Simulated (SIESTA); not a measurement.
TaN under changes of volume

One of the cells (10.813 Å³/atom); the others are scaled copies at fixed shape and fractional positions:

```
Ta N
1.0
     0.00000    2.21132    2.21132
     2.21132    0.00000    2.21132
     2.21132    2.21132    0.00000
Ta N
1 1
Direct
  0.50000 0.50000 0.50000
  0.00000 0.00000 0.00000
```

The cell comes from a database or a generator and needn't be the stable form of this composition.

```yaml
Program: SIESTA 5.4.2
Functional: PBE
Potentials_or_basis: PseudoDojo 0.4 standard (PBE files)
Basis: DZP (energy shift 0.002 Ry)
Grid_cutoff: 800 Ry
Energy_shift: 0.002 Ry
k_mesh: 10 × 10 × 10
Occupations: fermi-dirac, width 0.05 eV
Spin: no spin polarisation
```

```tsv
volume (Å³/atom)	energy over the lowest point (meV/atom)	pressure (GPa)
10.164	?	?
10.381	43.69	23.2
10.597	18.37	14.5
10.813	4.22	6.7
11.030	0.00	-0.3
11.246	4.91	-6.7
11.462	17.88	-12.4
```

Task: What does the run at 10.164 Å³/atom give?

Result: Energy over the lowest point 81.38 meV/atom; pressure 32.9 GPa.

Worked out: A Birch-Murnaghan fit of order 3 (a polynomial in V^(-2/3)) to the other rows has its minimum at 11.02 Å³/atom with B0 = V·E''(V) = 343 GPa and B' = 4.3. It gives 81.57 meV/atom at 10.164 Å³/atom, against the run's 81.38, and -dE/dV = 32.9 GPa, against 32.9.

Energies are extrapolated to zero smearing.

Caveats: semicore shells carry a single zeta, which can move pressures by several GPa and volumes by a few percent; the basis of atomic orbitals isn't converged, which shifts pressures, moduli and gaps.
